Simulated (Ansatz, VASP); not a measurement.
One calculation of Na, two programs

```
Na
1.0
     0.00000    2.09420    2.09420
     2.09420    0.00000    2.09420
     2.09420    2.09420    0.00000
Na
1
Cartesian
  0.0000 0.0000 0.0000
```

Change from the starting cell: volume scaled by 0.55, PAW files.

Alike in both runs: task single point; functional LDA; k mesh 13 × 13 × 13; occupations fermi-dirac, width 0.05 eV; no spin polarisation.

|  | VASP | Ansatz |
| --- | --- | --- |
| version | VASP 6.6.1 | Ansatz 0.2.0 |
| potentials or method | VASP PAW LDA potentials, release 64 (Na_pv) | PAW with Ansatz's default frozen-core files, scalar-relativistic |
| plane-wave cutoff (eV) | 520 | 420 |
| valence electrons in the cell | 7 | 9 |

|  | VASP | Ansatz | Ansatz less VASP |
| --- | --- | --- | --- |
| pressure (GPa) | 16.7 | 16.8 | +0.10 |

The two sets of potentials don't hold the same shells in valence.

Caveats: so large a pressure means that the cell lies far from this level's equilibrium, or that cutoff or potentials fall short (VASP).
